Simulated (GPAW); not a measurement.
# PbSe (Clausthalite) (Fm-3m) in GPAW: further runs, part 2 of 2

GPAW 26.7.0.

## 3. Relaxation of cell and atoms, revPBE+D4

Input file run.py:

```python
from ase import Atoms
from ase.calculators.mixing import SumCalculator
from ase.filters import FrechetCellFilter
from ase.io import write
from ase.optimize import BFGS
from dftd4.ase import DFTD4
from gpaw import GPAW, PW

atoms = Atoms(['Pb', 'Se'],
              cell=[[0.0, 3.06065, 3.06065],
                    [3.06065, 0.0, 3.06065],
                    [3.06065, 3.06065, 0.0]],
              scaled_positions=[[0.0, 0.0, 0.0],
                                [0.5, 0.5, 0.5]],
              pbc=True)

calc = GPAW(mode=PW(600),
            xc='revPBE',
            kpts={'size': (8, 8, 8), 'gamma': True},
            occupations={'name': 'fermi-dirac', 'width': 0.05},
            nbands=19,
            convergence={'density': 1e-05, 'forces': 0.0001},
            maxiter=150,
            txt='gpaw.txt')
atoms.calc = SumCalculator([calc, DFTD4(method='revpbe')])
opt = BFGS(FrechetCellFilter(atoms), trajectory='relax.traj', logfile='-')
done = opt.run(fmax=0.05, steps=100)
calc.write('gs.gpw')
write('result.traj', atoms)
print('Converged:', done)
print('Cell:', atoms.cell.cellpar().round(4))
print('Volume:', round(atoms.get_volume(), 4))
print(atoms.get_scaled_positions().round(5))
```

Potentials or basis: the program's PAW data sets (release 1.2.1) made for this functional, pw.

Started as:

```console
$ OMP_NUM_THREADS=1 python run.py
```

gpaw.txt:

```text
__  _  _
 | _ |_)|_||  |
 |__||  | ||/\| - 26.7.0

Input parameters:
  mode=PW(ecut=600.0),
  convergence={'density': 1e-05, 'forces': 0.0001},
  kpts=MonkhorstPack(size=(8, 8, 8), gamma=True),
  maxiter=150,
  nbands=19,
  occupations=Occupations(name='fermi-dirac', width=0.05),
  xc=XC(name='revPBE')

Diagonalizing LCAO Hamiltonian
Converting LCAO to pw mode

                Se

       Pb

Atoms  # Å, Bohr magnetons
|   | symbol |        x |        y |        z |    initial magnetic moments |
|---|--------|----------|----------|----------|-----------------------------|
| 0 |     Pb | 0.000000 | 0.000000 | 0.000000 | ( 0.0000,  0.0000,  0.0000) |
| 1 |     Se | 3.060650 | 3.060650 | 3.060650 | ( 0.0000,  0.0000,  0.0000) |

Unit cell  # Å
| periodic |        x |        y |        z |  lengths |    angles |
|----------|----------|----------|----------|----------|-----------|
|      yes | 0.000000 | 3.060650 | 3.060650 | 4.328413 | 60.000000 |
|      yes | 3.060650 | 0.000000 | 3.060650 | 4.328413 | 60.000000 |
|      yes | 3.060650 | 3.060650 | 0.000000 | 4.328413 | 60.000000 |

Number of symmetries: 48
Symmetry operations  # r_c * U_cc + t_c -> r_c
|    | kind |            matrix            |
|----|------|------------------------------|
|  0 |  σ   |  1, 0, 0,  1, 0,-1,  1,-1, 0 |
|  1 |  C2  |  1, 0, 0,  1,-1, 0,  1, 0,-1 |
|  2 |  E   |  1, 0, 0,  0, 1, 0,  0, 0, 1 |
|  3 |  σ   |  1, 0, 0,  0, 0, 1,  0, 1, 0 |
|  4 |  C4  |  1, 0,-1,  1, 0, 0,  1,-1, 0 |
|  5 |  S6  |  1, 0,-1,  1,-1, 0,  1, 0, 0 |
|  6 |  σ   |  1, 0,-1,  0, 1,-1,  0, 0,-1 |
|  7 |  C3  |  1, 0,-1,  0, 0,-1,  0, 1,-1 |
|  8 |  S6  |  1,-1, 0,  1, 0, 0,  1, 0,-1 |
|  9 |  C4  |  1,-1, 0,  1, 0,-1,  1, 0, 0 |
| 10 |  C3  |  1,-1, 0,  0,-1, 1,  0,-1, 0 |
| 11 |  σ   |  1,-1, 0,  0,-1, 0,  0,-1, 1 |
| 12 |  σ   |  0, 1, 0,  1, 0, 0,  0, 0, 1 |
| 13 |  C4  |  0, 1, 0,  0, 1,-1, -1, 1, 0 |
| 14 |  C3  |  0, 1, 0,  0, 0, 1,  1, 0, 0 |
| 15 |  S6  |  0, 1, 0, -1, 1, 0,  0, 1,-1 |
| 16 |  C2  |  0, 1,-1,  1, 0,-1,  0, 0,-1 |
| 17 |  σ   |  0, 1,-1,  0, 1, 0, -1, 1, 0 |
| 18 |  S4  |  0, 1,-1,  0, 0,-1,  1, 0,-1 |
| 19 |  C4  |  0, 1,-1, -1, 1, 0,  0, 1, 0 |
| 20 |  C3  |  0, 0, 1,  1, 0, 0,  0, 1, 0 |
| 21 |  σ   |  0, 0, 1,  0, 1, 0,  1, 0, 0 |
| 22 |  S6  |  0, 0, 1,  0,-1, 1, -1, 0, 1 |
| 23 |  C4  |  0, 0, 1, -1, 0, 1,  0,-1, 1 |
| 24 |  S4  |  0, 0,-1,  1, 0,-1,  0, 1,-1 |
| 25 |  C3  |  0, 0,-1,  0, 1,-1,  1, 0,-1 |
| 26 |  C2  |  0, 0,-1,  0,-1, 0, -1, 0, 0 |
| 27 |  S6  |  0, 0,-1, -1, 0, 0,  0,-1, 0 |
| 28 |  S4  |  0,-1, 1,  1,-1, 0,  0,-1, 0 |
| 29 |  C4  |  0,-1, 1,  0, 0, 1, -1, 0, 1 |
| 30 |  C2  |  0,-1, 1,  0,-1, 0,  1,-1, 0 |
| 31 |  σ   |  0,-1, 1, -1, 0, 1,  0, 0, 1 |
| 32 |  C3  |  0,-1, 0,  1,-1, 0,  0,-1, 1 |
| 33 |  S6  |  0,-1, 0,  0, 0,-1, -1, 0, 0 |
| 34 |  S4  |  0,-1, 0,  0,-1, 1,  1,-1, 0 |
| 35 |  C2  |  0,-1, 0, -1, 0, 0,  0, 0,-1 |
| 36 |  C2  | -1, 1, 0,  0, 1, 0,  0, 1,-1 |
| 37 |  S6  | -1, 1, 0,  0, 1,-1,  0, 1, 0 |
| 38 |  S4  | -1, 1, 0, -1, 0, 1, -1, 0, 0 |
| 39 |  C3  | -1, 1, 0, -1, 0, 0, -1, 0, 1 |
| 40 |  S6  | -1, 0, 1,  0, 0, 1,  0,-1, 1 |
| 41 |  C2  | -1, 0, 1,  0,-1, 1,  0, 0, 1 |
| 42 |  C3  | -1, 0, 1, -1, 1, 0, -1, 0, 0 |
| 43 |  S4  | -1, 0, 1, -1, 0, 0, -1, 1, 0 |
| 44 |  C2  | -1, 0, 0,  0, 0,-1,  0,-1, 0 |
| 45 |  i   | -1, 0, 0,  0,-1, 0,  0, 0,-1 |
| 46 |  σ   | -1, 0, 0, -1, 1, 0, -1, 0, 1 |
| 47 |  C2  | -1, 0, 0, -1, 0, 1, -1, 1, 0 |

BZ-sampling:
  Number of BZ points: 512
  Number of IBZ points: 29

  Monkhorst-Pack size: [8, 8, 8]
  Monkhorst-Pack shift: [0.0625, 0.0625, 0.0625]

K-points  # in reciprocal-cell coordinates
|     |                                coordinates |     weight |
|-----|--------------------------------------------|------------|
|   0 | (  0.00000000,   0.00000000,   0.00000000) | 0.00195312 |
|   1 | (  0.12500000,   0.12500000,   0.00000000) | 0.01171875 |
|   2 | (  0.12500000,   0.12500000,   0.12500000) | 0.01562500 |
|   3 | (  0.25000000,   0.12500000,   0.12500000) | 0.02343750 |
|   4 | (  0.25000000,   0.25000000,   0.00000000) | 0.01171875 |
|   5 | (  0.25000000,   0.25000000,   0.12500000) | 0.04687500 |
|   6 | (  0.25000000,   0.25000000,   0.25000000) | 0.01562500 |
|   7 | (  0.37500000,   0.25000000,  -0.37500000) | 0.04687500 |
|   8 | (  0.37500000,   0.25000000,   0.12500000) | 0.04687500 |
|   9 | (  0.37500000,   0.25000000,   0.25000000) | 0.04687500 |
| ... |                                            |            |
|  28 | (  0.50000000,   0.50000000,   0.50000000) | 0.00781250 |

Plane wave coefficients: 1930
Cutoff: 600.0 eV

Spin-components: 1 (collinear spins)
Bands:           19
Projectors:      11
Spin-degeneracy: 2
Datatype:        complex128

Parallelization:
  kpt:    1
  domain: 1
  band:   1

Density:
  Valence electrons: 20.0
  Components: 1
  Grid points: [25 25 25]
  Charge: 0.0  # |e|

Potential:
  Grid points: [25 25 25]

species:
  Pb:
    name:    Lead
    Z:       82.0
    valence: 14
    core:    68
    charge:  0.0  # [|e|]
    compensation charges:
      type: gauss
      rc: 0.38  # [Å]
      lmax: 2
    cutoffs:
      filter: 2.36  # [Å]
      core: 2.43  # [Å]
    projectors
    | kind |    occ | energy [eV] | rcut [Å] |
    |------|--------|-------------|----------|
    |   6s |  2.000 |     -11.901 |    1.259 |
    |   6p |  2.000 |      -3.435 |    1.275 |
    |   5d | 10.000 |     -21.184 |    1.217 |
    |    s |        |      15.310 |    1.259 |
    |    p |        |      23.776 |    1.275 |
    |    d |        |       6.028 |    1.217 |

    Using partial waves for Pb as LCAO basis

  Se:
    name:    Selenium
    Z:       34.0
    valence: 6
    core:    28
    charge:  0.0  # [|e|]
    compensation charges:
      type: gauss
      rc: 0.27  # [Å]
      lmax: 2
    cutoffs:
      filter: 1.77  # [Å]
      core: 2.67  # [Å]
    projectors
    | kind |    occ | energy [eV] | rcut [Å] |
    |------|--------|-------------|----------|
    |   4s |  2.000 |     -17.218 |    0.847 |
    |   4p |  4.000 |      -6.473 |    1.005 |
    |    s |        |       9.994 |    0.847 |
    |    p |        |      20.738 |    1.005 |
    |    d |        |       0.000 |    0.847 |

    Using partial waves for Se as LCAO basis

Reference energy: -633393.709828  # eV

eigensolver:
  PPCG
  Converge bands: occupied
  niter=2

density mixing:
  MSR1-Mixer
  Pratt-step length: 0.05
  Maximum mixing coefficient: 0.75
  Old densities: 10
  SVD Regularization: 0.005
  Good broyden scale: 1.0
  Trust region scale: 1.0
  Backstep threshold: 4.0
  History deletion threshold: 6.0
  Fourier metric: weight=20.0, sigma=0.015

occupation numbers:
  Fermi-Dirac:
    width: 0.0500  # eV

poisson solver:
  ecut: 4800.0  # eV

xc functional:
  name: revPBE with 2 nearest neighbor stencil

convergence criteria:
- Maximum integral of absolute [dens]ity change: 1e-05 electrons / valence electron
- Maximum change in the atomic [forces] across last 2 cycles: 0.0001 eV/Ang OR
Maximum error relative to the maximum force is below inf
- Maximum [total energy] change in last 3 cyles: 0.0005 eV / valence electron
- Maximum integral of absolute [eigenst]ate change: 4e-08 eV^2 / valence electron
maximum number of iterations: 150

SCF iterations
|iter     | |      energy | eigst |  dens |force |
|---------|-|-------------|-------|-------|------|
|iter:   1| |   -8.030256 | -0.25 |       |      |
|iter:   2| |   -7.970020 | -2.07 | -1.23 |      |
|iter:   3| |   -7.776229 | -1.85 | -1.27 |      |
|iter:   4| |   -7.779500 | -3.69 | -1.89 |      |
|iter:   5| |   -7.780765c| -4.17 | -2.27 |      |
|iter:   6| |   -7.780819c| -5.46 | -3.18 |      |
|iter:   7| |   -7.780825c| -6.58 | -3.70 |      |
|iter:   8| |   -7.780825c| -7.51c| -4.44 |      |
|iter:   9| |   -7.780825c| -7.63c| -5.11c|      |
|iter:  10| |   -7.780825c| -8.51c| -5.56c|-22.47c|

Converged in 10 steps
Energy contributions relative to reference atoms: (reference = -633393.709828)

Energy contributions:
  Kinetic:          21.720849
  Coulomb:         -21.687240
  Zero:             -0.074030
  External:          0.000000
  Xc:               -7.740256
  Entropy:          -0.000297
  Spinorbit:         0.000000
  ----------------------------
  Free energy:      -7.780974
  Extrapolated:     -7.780825

dipole moment: (-25.853161, -25.853161, -25.853161)  # |e|*Ang

Fermi level: 6.385
Eigenvalues  # (at kpt = [0.000, 0.000, 0.000])
| band index |      eig [eV] | occ [0-2] |
|------------|---------------|-----------|
|          0 |       -10.682 |     2.000 |
|        ... |               |           |
|          2 |       -10.682 |     2.000 |
|          3 |       -10.680 |     2.000 |
|          4 |       -10.680 |     2.000 |
|          5 |        -7.369 |     2.000 |
|          6 |        -0.004 |     2.000 |
|          7 |         4.297 |     2.000 |
|          8 |         4.297 |     2.000 |
|          9 |         4.297 |     2.000 |
|         10 |        10.914 |     0.000 |
|         11 |        10.914 |     0.000 |
|         12 |        10.914 |     0.000 |
|         13 |        12.745 |     0.000 |
|         14 |        12.745 |     0.000 |
|         15 |        12.745 |     0.000 |
|         16 |        14.506 |     0.000 |
|         17 |        14.708 |     0.000 |
|         18 |        15.199 |     0.000 |

Gap: 0.301 eV
Transition (v -> c):
  (s=0, k=28, n=9, [0.50, 0.50, 0.50]) -> (s=0, k=28, n=10, [0.50, 0.50, 0.50])
No difference between direct/indirect transitions

Stress tensor  # eV/Ang^3
|         x |         y |         z |
|-----------|-----------|-----------|
| -0.021900 |  0.000000 | -0.000000 |
|  0.000000 | -0.021900 |  0.000000 |
| -0.000000 |  0.000000 | -0.021900 |

Forces  # eV/Ang
|        x |       y |        z |
|----------|---------|----------|
| -0.00000 | 0.00000 | -0.00000 |  # Pb   0
| -0.00000 | 0.00000 | -0.00000 |  # Se   1

# Writing to gs.gpw (mode='')
```

Run time: 19 s. Hardware: 1 thread of Arm Neoverse V1, shared host; peak memory 0.17 GiB.

What came out:

| Quantity | Value |
| --- | --- |
| Free energy | -9.0163 eV |
| Pressure after relaxing | 0.1 GPa |
| Band gap on the k mesh | 0.30 eV, direct |
| Dispersion energy per atom | -0.618 eV |

Final structure:
```cif
data_structure
_symmetry_space_group_name_H-M 'P 1'
_symmetry_Int_Tables_number 1
_cell_length_a 4.3284
_cell_length_b 4.3284
_cell_length_c 4.3284
_cell_angle_alpha 60.000
_cell_angle_beta 60.000
_cell_angle_gamma 60.000
_cell_volume 57.34
loop_
_atom_site_label
_atom_site_type_symbol
_atom_site_fract_x
_atom_site_fract_y
_atom_site_fract_z
_atom_site_occupancy
Pb1 Pb 0.00000 0.00000 0.00000 1
Se1 Se 0.50000 0.50000 0.50000 1
```

Levels at points of the mesh, in eV from the valence-band top:
```tsv
k point	band 7	band 8	band 9	band 10	band 11	band 12	band 13	band 14
(0.00, 0.00, 0.00)	-6.24	-1.94	-1.94	-1.94	4.68	4.68	4.68	6.51
(0.50, 0.50, 0.00)	-7.32	-5.02	-3.28	-3.28	3.72	5.58	5.58	6.03
(0.50, 0.50, 0.50)	-8.76	-1.53	-1.53	0.00	0.30	1.66	1.66	8.60
```

Caveat: the relaxation stopped at its first step, so nothing moved; later steps reuse the first step's grids; spin-orbit coupling is left out, which as a rule narrows the gap of such compounds by several tenths of an eV.

## 4. Single point, PBE

Input file run.py:

```python
from ase.dft.bandgap import bandgap
from ase.io import read, write
from ase.units import GPa
from gpaw import GPAW, PW

atoms = read('POSCAR')

calc = GPAW(mode=PW(600),
            xc='PBE',
            kpts={'size': (8, 8, 8), 'gamma': True},
            occupations={'name': 'methfessel-paxton', 'order': 0, 'width': 0.011},
            nbands=19,
            convergence={'density': 1e-05, 'energy': 1e-05},
            maxiter=150,
            txt='gpaw.txt')
atoms.calc = calc
energy = atoms.get_potential_energy()
forces = atoms.get_forces()
stress = atoms.get_stress()
calc.write('gs.gpw')
write('result.traj', atoms)
print(f'Energy: {energy:.6f} eV')
print('Forces (eV/A):')
print(forces.round(4))
print('Stress (GPa):', (stress / GPa).round(3))
print('Fermi level:', round(calc.get_fermi_level(), 4), 'eV')
print(f'Gap: {bandgap(calc)[0]:.4f} eV, direct: {bandgap(calc, direct=True)[0]:.4f} eV')
```

Input file POSCAR:

```
PbSe
1.0
    0.0000000000      3.0606500000      3.0606500000
    3.0606500000      0.0000000000      3.0606500000
    3.0606500000      3.0606500000      0.0000000000
Pb Se
1 1
Direct
    0.0000000000      0.0000000000      0.0000000000
    0.5000000000      0.5000000000      0.5000000000
```

Potentials or basis: GPAW PAW data sets (gpaw-data 1.2.1), pw.

Started as:

```console
$ OMP_NUM_THREADS=1 python run.py
```

gpaw.txt:

```text
__  _  _
 | _ |_)|_||  |
 |__||  | ||/\| - 26.7.0

Input parameters:
  mode=PW(ecut=600.0),
  convergence={'density': 1e-05, 'energy': 1e-05},
  kpts=MonkhorstPack(size=(8, 8, 8), gamma=True),
  maxiter=150,
  nbands=19,
  occupations=Occupations(name='methfessel-paxton', order=0, width=0.011),
  xc=XC(name='PBE')

Diagonalizing LCAO Hamiltonian
Converting LCAO to pw mode

                Se

       Pb

Atoms  # Å, Bohr magnetons
|   | symbol |        x |        y |        z |    initial magnetic moments |
|---|--------|----------|----------|----------|-----------------------------|
| 0 |     Pb | 0.000000 | 0.000000 | 0.000000 | ( 0.0000,  0.0000,  0.0000) |
| 1 |     Se | 3.060650 | 3.060650 | 3.060650 | ( 0.0000,  0.0000,  0.0000) |

Unit cell  # Å
| periodic |        x |        y |        z |  lengths |    angles |
|----------|----------|----------|----------|----------|-----------|
|      yes | 0.000000 | 3.060650 | 3.060650 | 4.328413 | 60.000000 |
|      yes | 3.060650 | 0.000000 | 3.060650 | 4.328413 | 60.000000 |
|      yes | 3.060650 | 3.060650 | 0.000000 | 4.328413 | 60.000000 |

Number of symmetries: 48
Symmetry operations  # r_c * U_cc + t_c -> r_c
|    | kind |            matrix            |
|----|------|------------------------------|
|  0 |  σ   |  1, 0, 0,  1, 0,-1,  1,-1, 0 |
|  1 |  C2  |  1, 0, 0,  1,-1, 0,  1, 0,-1 |
|  2 |  E   |  1, 0, 0,  0, 1, 0,  0, 0, 1 |
|  3 |  σ   |  1, 0, 0,  0, 0, 1,  0, 1, 0 |
|  4 |  C4  |  1, 0,-1,  1, 0, 0,  1,-1, 0 |
|  5 |  S6  |  1, 0,-1,  1,-1, 0,  1, 0, 0 |
|  6 |  σ   |  1, 0,-1,  0, 1,-1,  0, 0,-1 |
|  7 |  C3  |  1, 0,-1,  0, 0,-1,  0, 1,-1 |
|  8 |  S6  |  1,-1, 0,  1, 0, 0,  1, 0,-1 |
|  9 |  C4  |  1,-1, 0,  1, 0,-1,  1, 0, 0 |
[... 172 lines left out ...]
|iter     | |      energy | eigst |  dens |
|---------|-|-------------|-------|-------|
|iter:   1| |   -8.650817 | -0.26 |       |
|iter:   2| |   -8.591118 | -2.07 | -1.23 |
|iter:   3| |   -8.397270 | -1.90 | -1.28 |
|iter:   4| |   -8.398904 | -3.76 | -1.89 |
|iter:   5| |   -8.399586 | -4.32 | -2.29 |
|iter:   6| |   -8.399612 | -5.59 | -3.23 |
|iter:   7| |   -8.399615c| -6.72 | -3.76 |
|iter:   8| |   -8.399615c| -7.69c| -4.47 |
|iter:   9| |   -8.399615c| -7.81c| -5.22c|

Converged in 9 steps
Energy contributions relative to reference atoms: (reference = -633377.995495)

Energy contributions:
  Kinetic:          19.960768
  Coulomb:         -20.085754
  Zero:             -0.062266
  External:          0.000000
  Xc:               -8.212363
  Entropy:          -0.000000
  Spinorbit:         0.000000
  ----------------------------
  Free energy:      -8.399615
  Extrapolated:     -8.399615

dipole moment: (-25.874213, -25.874213, -25.874213)  # |e|*Ang

Fermi level: 6.288
Eigenvalues  # (at kpt = [0.000, 0.000, 0.000])
| band index |      eig [eV] | occ [0-2] |
|------------|---------------|-----------|
|          0 |       -10.722 |     2.000 |
|        ... |               |           |
|          2 |       -10.720 |     2.000 |
|          3 |       -10.720 |     2.000 |
|          4 |       -10.720 |     2.000 |
|          5 |        -7.475 |     2.000 |
|          6 |        -0.127 |     2.000 |
|          7 |         4.217 |     2.000 |
[... 9 lines left out ...]
|         17 |        14.532 |     0.000 |
|         18 |        15.113 |     0.000 |

Gap: 0.242 eV
Transition (v -> c):
  (s=0, k=28, n=9, [0.50, 0.50, 0.50]) -> (s=0, k=28, n=10, [0.50, 0.50, 0.50])
No difference between direct/indirect transitions

Forces  # eV/Ang
|       x |       y |        z |
|---------|---------|----------|
| 0.00000 | 0.00000 |  0.00000 |  # Pb   0
| 0.00000 | 0.00000 | -0.00000 |  # Se   1

Stress tensor  # eV/Ang^3
|         x |         y |         z |
|-----------|-----------|-----------|
| -0.013862 |  0.000000 |  0.000000 |
|  0.000000 | -0.013862 | -0.000000 |
|  0.000000 | -0.000000 | -0.013862 |

# Writing to gs.gpw (mode='')
```

stdout:

```text
Energy: -8.399615 eV
Forces (eV/A):
[[ 0.  0.  0.]
 [ 0.  0. -0.]]
Stress (GPa): [-2.221 -2.221 -2.221 -0.     0.     0.   ]
Fermi level: 6.2884 eV
Gap: 0.2416 eV, direct: 0.2416 eV
```

It took 18 s on 1 thread of Arm Neoverse V1, shared host; peak memory 0.17 GiB.

Results:

```yaml
Free_energy: -8.3996 eV
Pressure: 2.2 GPa
Band_gap_on_the_k_mesh: 0.24 eV, direct
```

Caveat: spin-orbit coupling is left out, which as a rule narrows the gap of such compounds by several tenths of an eV.

## 5. Overview

```tsv
task	level	potentials or basis	cell	smearing	optimizer	fmax	max steps	convergence	gap on the mesh (eV)	pressure (GPa)
relaxation of cell and atoms	revPBE+D3(BJ)	the program's PAW data sets (release 1.2.1) made for this functional, pw	relaxed	fermi-dirac 0.05 eV	BFGS	0.05 eV/Å	100	density=1e-05 forces=0.0001	0.27	0.0
relaxation of cell and atoms	revPBE+D4	the program's PAW data sets (release 1.2.1) made for this functional, pw	relaxed	fermi-dirac 0.05 eV	BFGS	0.05 eV/Å	100	density=1e-05 forces=0.0001	0.30	0.1
single point	PBE	GPAW PAW data sets (gpaw-data 1.2.1), pw	as given	gaussian 0.011 eV	-	-	-	-	0.24	2.2
```

Alike in all rows: no spin polarisation; k mesh 8 × 8 × 8; cutoff (eV) 600.

Caveats: spin-orbit coupling is left out, which as a rule narrows the gap of such compounds by several tenths of an eV; later steps reuse the first step's grids (some runs); the relaxation stopped at its first step, so nothing moved (some runs).

Absolute energies hang on the potentials; compare differences alone.

## 6. How close it comes

Step 2. The cell as given is a measured one (28.67 Å³/atom); revPBE+D3(BJ) puts the equilibrium volume -0.9 % from it, thermal expansion not counted.

Step 3. The cell as given is a measured one (28.67 Å³/atom); revPBE+D4 puts the equilibrium volume +0.0 % from it, thermal expansion not counted.

Step 4. Against the measured gap of PbSe, 0.28 eV (direct; 300 K; a printed reference work, monograph), the calculated 0.24 eV is off by -0.04 eV. 2 values of this kind are on record (0.15 to 0.28 eV); this one was drawn at random. Spin-orbit coupling on Pb, Se is left out. The value is that of PBE on a finite k mesh, which can miss the band edges, without temperature or zero-point motion. Semilocal functionals fall short of measured gaps as a rule.
